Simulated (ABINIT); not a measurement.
Runs of ABINIT 10.8.3 (patched build) on SnSe. Symmetry: Fm-3m, No. 225, cubic system. The conventional cell has a = 6.020 Å, b = 6.020 Å, c = 6.020 Å, α = 90.00°, β = 90.00°, γ = 90.00°. Around Sn (site symmetry m-3m) lie 6 Se at 3.01 Å. Around Se (site symmetry m-3m) lie 6 Sn at 3.01 Å. Measurements of this composition are mostly on another form, of space group No. 62.

| share of exact exchange | gap on the mesh (eV) |
| --- | --- |
| 0.5 | 0.53 |
| 0.35 | 0.55 |
| 0.15 | 0.57 |
| 0.25 | (a) |
| 0.05 | 0.57 |

Alike in all rows: task single point; level HSE06; potentials or basis SG15 NC PBE v1.2; no spin polarisation; cell as given; k mesh 6 × 6 × 6; cutoff (eV) 490; smearing fermi-dirac 0.05 eV.

Problem. Estimate the missing entries.

Solution. (a) 0.56.

Caveats: exact exchange is summed on a coarse mesh, which widens gaps by tenths of an eV; Libxc's HSE differs a little from that of other programs; spin-orbit coupling is left out, which moves the levels of the heavy elements.

A k mesh can miss the band edges, and the runs leave out spin-orbit coupling on Se, Sn.
